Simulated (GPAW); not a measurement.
## CdS in GPAW: convergence with basis set

The system is CdS.

```
Cd S
1.0
     0.00000    2.75324    2.75324
     2.75324    0.00000    2.75324
     2.75324    2.75324    0.00000
Cd S
1 1
Direct
  0.00000 0.00000 0.00000
  0.50000 0.50000 0.50000
```

Measurements of this composition are mostly on another form, of space group No. 186.

| Property | Result |
| --- | --- |
| Program | GPAW 26.7.0 |
| Task | convergence study |
| Functional | PBE |
| Potentials or basis | GPAW PAW data sets (gpaw-data 1.2.1) |
| Basis | lcao:sz(dzp) |
| Grid spacing | 0.16 Å |
| k mesh | 8 × 8 × 8 |
| Occupations | fermi-dirac, width 0.05 eV |
| Spin | no spin polarisation |

These are the settings of the first run; the series varies basis set, with any setting tied to it.

Hardware: 1 thread of Arm Neoverse V1 (shared host).

| basis set | energy less the tightest run, at zero smearing (meV/atom) | gap on the mesh (eV) | SCF cycles | CPU time (s) | peak memory (GiB) |
| --- | --- | --- | --- | --- | --- |
| lcao:sz(dzp) | 574.21 | 0.671 | 8 | 48 | 0.18 |
| lcao:szp(dzp) | 407.55 | 0.230 | 8 | 85 | 0.19 |
| lcao:dz(dzp) | 413.46 | 0.686 | 8 | 69 | 0.19 |
| lcao:dzp | 286.43 | 0.286 | 8 | 110 | 0.21 |
| fd | -6.08 | 0.243 | 10 | 39 | 0.26 |
| pw | 0.00 | 0.242 | 9 | 17 | 0.16 |

Against the tightest run, the gap on the mesh stays within 0.01 eV from fd on. Not settled before the last step: the energy (to 1 meV/atom). The tightest run that finished is the yardstick and may itself not be fully converged.
